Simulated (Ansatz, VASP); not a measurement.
One calculation of Fe, two programs

Contents of INCAR:

```
SYSTEM = Fe
PREC     = Accurate       ! precision mode
ENCUT    = 520            ! plane-wave cutoff, eV
EDIFF    = 1E-7           ! SCF threshold, eV
ISMEAR   = 1              ! smearing method
SIGMA    = 0.03           ! smearing width, eV
LREAL    = .False.        ! projectors in reciprocal space
LASPH    = .True.         ! aspherical terms in the spheres
NELM     = 150            ! most SCF steps
ALGO     = Normal         ! electronic algorithm
ISIF     = 2              ! what is computed and relaxed
LWAVE    = .False.        ! write WAVECAR
LCHARG   = .False.        ! write CHGCAR
ISPIN    = 2              ! spin polarisation
MAGMOM   = 1.988          ! initial moments
LORBIT   = 11             ! projections on sites
LMAXMIX  = 4              ! l up to which the mixer works
GGA      = CA             ! functional
NBANDS   = 14             ! bands
```

KPOINTS

```
regular mesh
0
Gamma
  16 16 16
  0 0 0
```

File POSCAR:

```
Fe
1.0
   -1.3745984210      1.3745984210      1.3745984210
    1.3745984210     -1.3745984210      1.3745984210
    1.3745984210      1.3745984210     -1.3745984210
Fe
1
Direct
    0.0000000000      0.0000000000      0.0000000000
```

Input for Ansatz:

```yaml
crystal:
  lattice:
    - [-1.374598421, 1.374598421, 1.374598421]
    - [1.374598421, -1.374598421, 1.374598421]
    - [1.374598421, 1.374598421, -1.374598421]
  atoms:
    - { symbol: Fe, position: [0.0, 0.0, 0.0], spin: 1.988 }
hamiltonian:
  xc: lda
  pseudopotentials:
    kind: paw
    azcp:
      Fe: "pseudopotentials/Fe.paw.azcp"
basis:
  ecutwfc: 420
  fft_grid_basis: typed
kpoints:
  mp_grid: { grid: [16, 16, 16], shift: [0, 0, 0] }
magnetization:
  spin_polarized: true
scf:
  occupations: { method: methfessel_paxton, width: 0.03 }
  lower_state_search: "off"
output:
  stress: true
```

Alike in both runs: task single point; functional LDA; k mesh 16 × 16 × 16; occupations methfessel-paxton of order 1, width 0.03 eV; collinear spin.

|  | VASP | Ansatz |
| --- | --- | --- |
| version | VASP 6.6.1 | Ansatz 0.2.0 |
| potentials or method | VASP PAW LDA potentials, release 64 (Fe) | plane waves (420 eV) with PAW, scalar-relativistic |
| plane-wave cutoff (eV) | 520 | 420 |
| valence electrons in the cell | 8 | 16 |

```tsv
	VASP	Ansatz	Ansatz less VASP
pressure (GPa)	-1.0	-0.4	+0.61
net moment per atom (μB)	1.94	1.96	+0.016
size of the moment on the site where the two differ most (μB)	1.91	1.95	+0.047
```

Site moments also hang on the region over which each program counts them. The two sets of potentials don't hold the same shells in valence. Ansatz warned: «pseudo_functional_mismatch».
